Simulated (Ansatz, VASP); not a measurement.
# ZnO: VASP beside Ansatz

INCAR

```
SYSTEM = ZnO
  PREC = Accurate
  ENCUT = 520
  EDIFF = 1E-7
  ISMEAR = 0
  SIGMA = 0.1
  LREAL = .FALSE.
  LASPH = .TRUE.
  NELM = 60
  ALGO = Normal
  ISIF = 2
  LWAVE = .FALSE.
  LCHARG = .FALSE.
  GGA = PE
  NBANDS = 46
```

File KPOINTS:

```
Automatic mesh
0
G
  6 6 2
  0 0 0
```

POSCAR

```
ZnO
1.0
    3.2795288439      0.0000000000      0.0000000000
   -1.6397644219      2.8401552913      0.0000000000
    0.0000000000      0.0000000000     10.5858105753
Zn O
4 4
Direct
    0.3333333333      0.6666666667      0.0007466950
    0.3333333333      0.6666666667      0.5007466950
    0.6666666667      0.3333333333      0.2507466950
    0.6666666667      0.3333333333      0.7507466950
    0.3333333333      0.6666666667      0.1903033000
    0.3333333333      0.6666666667      0.6903033000
    0.6666666667      0.3333333333      0.4403033000
    0.6666666667      0.3333333333      0.9403033000
```

Input for Ansatz:

```yaml
crystal:
  lattice:
    - [3.2795288179, 0.0, 0.0]
    - [-1.6397644089, 2.8401552687, 0.0]
    - [0.0, 0.0, 10.5858107218]
  atoms:
    - { symbol: Zn, position: [0.3333333333, 0.6666666667, 0.0007466949] }
    - { symbol: Zn, position: [0.3333333333, 0.6666666667, 0.5007466949] }
    - { symbol: Zn, position: [0.6666666667, 0.3333333333, 0.2507466949] }
    - { symbol: Zn, position: [0.6666666667, 0.3333333333, 0.7507466949] }
    - { symbol: O, position: [0.3333333333, 0.6666666667, 0.1903033001] }
    - { symbol: O, position: [0.3333333333, 0.6666666667, 0.6903033001] }
    - { symbol: O, position: [0.6666666667, 0.3333333333, 0.4403033001] }
    - { symbol: O, position: [0.6666666667, 0.3333333333, 0.9403033001] }
basis:
  ecutwfc: 420
kpoints:
  mp_grid: { grid: [6, 6, 2] }
hamiltonian:
  xc: pbe
scf:
  occupations: { method: gaussian, width: 0.1 }
  lower_state_search: "off"
output:
  forces: true
  stress: true
  eigenvalues: true
```

Alike in both runs: task single point; functional PBE; k mesh 6 × 6 × 2; occupations gaussian, width 0.1 eV; no spin polarisation.

|  | VASP | Ansatz |
| --- | --- | --- |
| version | VASP 6.6.1 | Ansatz 0.2.0 |
| potentials or method | VASP PAW PBE potentials, release 64 (Zn, O) | scalar-relativistic, plane waves, PAW |
| plane-wave cutoff (eV) | 520 | 420 |
| valence electrons in the cell | 72 | 72 |

Ansatz gave:

* gap on the k mesh at the Fermi level (eV): 0.74
* least direct gap on the mesh (eV): 0.74
* pressure (GPa): 0.0

Task: What did VASP give for the same quantities?

Result: gap on the k mesh at the Fermi level (eV): 0.73; least direct gap on the mesh (eV): 0.73; pressure (GPa): 0.8.
